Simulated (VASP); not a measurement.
MoS2, 6 atoms in the cell. Symmetry: P6_3/mmc, No. 194, hexagonal system. Conventional cell: a = 3.169 Å, b = 3.169 Å, c = 12.324 Å, α = 90.00°, β = 90.00°, γ = 120.00°. Around Mo (site symmetry -6m2) lie 6 S at 2.41 Å. S (site symmetry 3m) is surrounded by 3 Mo at 2.41 Å. 

| Item | Value |
| --- | --- |
| Program | VASP 6.6.1 |
| Task | band structure |
| Functional | TB-mBJ |
| Potentials or basis | VASP PAW PBE potentials, release 64 (Mo_sv, S) |
| Cutoff | 520 eV |
| k mesh | 10 × 10 × 4 |
| Occupations | gaussian, width 0.02 eV |
| Spin | no spin polarisation |
| Ladder | gaps |
| Further INCAR settings | ALGO = Normal; EDIFF = 1e-07 |

Potentials or basis: VASP PAW PBE potentials, release 64 (Mo_sv, S).

Command:

```sh
$ cat potpaw_PBE.64/Mo_sv/POTCAR potpaw_PBE.64/S/POTCAR > POTCAR
$ cp INCAR.step1 INCAR
$ mpirun -np 2 vasp_std > vasp.out
$ cp INCAR.step2 INCAR
$ mpirun -np 2 vasp_std > vasp.out
```

Hardware: 2 MPI ranks on Intel(R) Xeon(R) Platinum 8259CL CPU @ 2.50GHz (Skylake/Cascade Lake) (shared host).

Question: How long does it take, and how much memory?

Answer: It took 7.9 min on 2 MPI ranks on Intel(R) Xeon(R) Platinum 8259CL CPU @ 2.50GHz (Skylake/Cascade Lake) (shared host), peak memory 0.33 GiB a rank. Counts: scf iterations 100, k points 42.
